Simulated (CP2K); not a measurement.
Crystal: Zr.

```
CELL_PARAMETERS angstrom
3.23200 0.00000 0.00000
-1.61600 2.79899 0.00000
0.00000 0.00000 5.14700
ATOMIC_POSITIONS crystal
Zr 0.66667 0.33333 0.75000
Zr 0.33333 0.66667 0.25000
```

Base run:

* Program: CP2K 2026.2
* Functional: revPBE
* Potentials or basis: POTENTIAL_UZH Zr GTH-PBE-q12; TZVP-MOLOPT-PBE-GTH basis
* Density cutoff: 9524 eV
* k mesh: 9 × 9 × 5
* Occupations: fermi-dirac, width 0.05 eV
* Spin: no spin polarisation

Its results: band gap on the k mesh none (metal or under the smearing width); pressure 2.7 GPa.

Q: After a change of settings the same cell gave: band gap on the k mesh none (metal or under the smearing width); pressure 1.2 GPa. Which change was it?
A. functional from revPBE to RPBE
B. functional from revPBE to BLYP
C. functional from revPBE to LDA
D. functional from revPBE to PBE

A: D.

PBE binds more tightly than revPBE, so the same cell stands under less pressure.

Caveats: the basis of atomic orbitals isn't converged, which shifts pressures, moduli and gaps; the potentials were made for another functional, which shifts forces and pressure (some runs).

Not every run made on this cell is shown here.
